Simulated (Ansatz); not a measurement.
# Zr3Se4: the cost of one run

Computed with Ansatz 0.2.0 (DFT PBE, scalar-relativistic, plane waves, PAW, unless a step's input says otherwise).

## 1. Starting point

The structure is hexagonal, space group P-6m2 (No. 187). The conventional cell has a = 5.021 Å, b = 5.021 Å, c = 7.164 Å, α = 90.00°, β = 90.00°, γ = 120.00°. Zr (site symmetry -6m2) is surrounded by 3 Zr at 2.90 Å and 6 Se at 3.10 Å. Around Zr (site symmetry -6m2) lie 2 Se at 1.77 Å. Zr (site symmetry -6m2) is surrounded by 2 Se at 1.81 Å. Se (site symmetry 3m) has 4 Se at 2.22 to 2.97 Å and 6 Zr at 3.10 Å as nearest neighbours. Around Se (site symmetry 3m) lie 2 Zr at 1.77 to 1.81 Å.

Structure file:

```xyz
7
Lattice="5.0214 0.0000 0.0000 -2.5107 4.3486 0.0000 0.0000 0.0000 7.1642" Properties=species:S:1:pos:R:3 pbc="T T T"
Zr    0.0000    0.0000    0.0000
Zr    0.0000    2.8991    0.0000
Zr    0.0000    2.8991    3.5821
Se    2.5107    1.4495    6.0539
Se    2.5107    1.4495    1.1103
Se    0.0000    2.8991    1.7679
Se    0.0000    2.8991    5.3963
```

The cell is invented: random cell by space group and Wyckoff sites (P-6m2, No. 187). Lengths come from tabulated atomic sizes and are only a guess.

## 2. A first look at the guess

input.yaml

```yaml
crystal:
  lattice:
    - [5.021351, 0.0, 0.0]
    - [-2.5106755, 4.34861753, 0.0]
    - [0.0, 0.0, 7.16417522]
  atoms:
    - { symbol: Zr, position: [0.0, 0.0, 0.0] }
    - { symbol: Zr, position: [0.33333333, 0.66666667, 0.0] }
    - { symbol: Zr, position: [0.33333333, 0.66666667, 0.5] }
    - { symbol: Se, position: [0.66666667, 0.33333333, 0.84502227] }
    - { symbol: Se, position: [0.66666667, 0.33333333, 0.15497773] }
    - { symbol: Se, position: [0.33333333, 0.66666667, 0.24677302] }
    - { symbol: Se, position: [0.33333333, 0.66666667, 0.75322698] }
basis:
  ecutwfc: 420
kpoints:
  mp_grid: { grid: [6, 6, 4] }
hamiltonian:
  xc: pbe
scf:
  occupations: { method: gaussian, width: 0.1 }
  lower_state_search: "off"
output:
  forces: true
  stress: true
  eigenvalues: true
```

The run is started by

```bash
ansatz run input.yaml --threads 1 --pin off --max-ram 2560MiB --backend cpu --events-out ev --progress --plain --runs-dir out
```

**Question.** How long does this run take on 1 thread of AMD EPYC 9R45 (Zen 5), shared host, and how much memory does it need?

About 6.8 s, with a peak of 0.47 GiB.
